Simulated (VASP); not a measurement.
Here is a VASP 6.6.1 calculation.

Contents of INCAR:

```
PREC = Accurate ; ENCUT = 600
EDIFF = 1E-6 ; ISMEAR = -1
SIGMA = 0.05 ; LREAL = False
LASPH = True ; NELM = 80
ALGO = Normal ; ISIF = 3
LWAVE = False ; LCHARG = False
GGA = PS ; IBRION = 2
NSW = 60 ; EDIFFG = -0.005
KPAR = 2
```

Contents of KPOINTS:

```
Automatic mesh
0
Gamma
  8 8 4
```

The input POSCAR:

```
TiSe
1.0
    3.5590000000      0.0000000000      0.0000000000
   -1.7795000000      3.0821844121      0.0000000000
    0.0000000000      0.0000000000      6.2200000000
Se Ti
2 2
Direct
    0.6666666667      0.3333333333      0.7500000000
    0.3333333333      0.6666666667      0.2500000000
    0.0000000000      0.0000000000      0.5000000000
    0.0000000000      0.0000000000      0.0000000000
```

Potentials or basis: VASP PAW PBE potentials, release 64 (Se, Ti_sv).

Launch:

```console
$ cat potpaw_PBE.64/Se/POTCAR potpaw_PBE.64/Ti_sv/POTCAR > POTCAR
$ mpirun -np 2 vasp_std > vasp.out
```

Question: Estimate the relaxed volume.

Answer: 16.53 Å³/atom.

Question: What does it give for the space group after relaxing (to 0.05 Å)?

Answer: P6_3/mmc (No. 194).

Question: Predict the relaxed cell.

Answer: a = 3.362 Å, b = 3.362 Å, c = 6.753 Å, α = 90.00°, β = 90.00°, γ = 120.00°.

Question: Estimate the band gap on the k mesh.

Answer: None (metal or under the smearing width).

Final structure:
```
Se Ti
1.0
     3.36238    0.00000    0.00000
    -1.68119    2.91190    0.00000
     0.00000    0.00000    6.75340
Se Ti
2 2
Direct
  0.66667 0.33333 0.75000
  0.33333 0.66667 0.25000
  0.00000 0.00000 0.50000
  0.00000 0.00000 0.00000
```

Caveat: the PAW data sets were made with another functional, which shifts forces and pressure a little.
